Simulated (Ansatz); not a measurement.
# Si: the cost of one run

Program: Ansatz 0.2.0. Level of theory: DFT PBE, scalar-relativistic. These are calculated values, not measurements.

### Step 1. Starting point

The structure is cubic, space group Fd-3m (No. 227). Conventional cell: a = 5.431 Å, b = 5.431 Å, c = 5.431 Å, α = 90.00°, β = 90.00°, γ = 90.00°. Si (site symmetry -43m) is surrounded by 4 Si at 2.35 Å.

As a file:

```
Si
1.0
     0.00000    2.71547    2.71547
     2.71547    0.00000    2.71547
     2.71547    2.71547    0.00000
Si
2
Cartesian
  2.7155 2.7155 2.7155
  4.0732 4.0732 4.0732
```

Atoms are numbered in the order of the input: Si1, Si2.

### Step 2. The deformed structure

Space group Fd-3m before, I4_1/amd after.

### Step 3. Full-potential LAPW

The input, input.yaml:

```yaml
crystal:
  lattice:
    - [0.0, 2.71547, 2.7697794]
    - [2.71547, 0.0, 2.7697794]
    - [2.71547, 2.71547, 0.0]
  atoms:
    - { symbol: Si, position: [0.5, 0.5, 0.5] }
    - { symbol: Si, position: [0.75, 0.75, 0.75] }
kpoints:
  mp_grid: { grid: [11, 11, 11] }
  band_path:
    path:
      - [0.0, 0.0, 0.0]
      - [0.0, 0.5, 0.5]
      - [0.25, 0.75, 0.5]
      - [0.0, 0.5, 0.0]
      - [0.0, 0.0, 0.0]
      - [0.5, 0.5, 0.0]
      - [0.3701460977, 0.6298539023, 0.0]
      - [-0.3701460977, 0.3701460977, 0.0]
      - [0.0, 0.0, 0.0]
    npoints: 5
scf:
  occupations: { method: fermi_dirac, width: 0.08 }
hamiltonian:
  xc: pbe
  pseudopotentials: { kind: all_electron, lapw: { basis_error: 0.00025 } }
output:
  forces: true
  stress: true
  eigenvalues: true
```

Run with:

```
ansatz run input.yaml --threads 1 --pin off --max-ram 3072MiB --backend cpu --events-out ev --progress --plain --runs-dir out
```

Q: Estimate wall time and peak memory on 1 thread of Intel Xeon 6975P-C (Granite Rapids), shared host.

About 10 s, with a peak of 0.42 GiB.
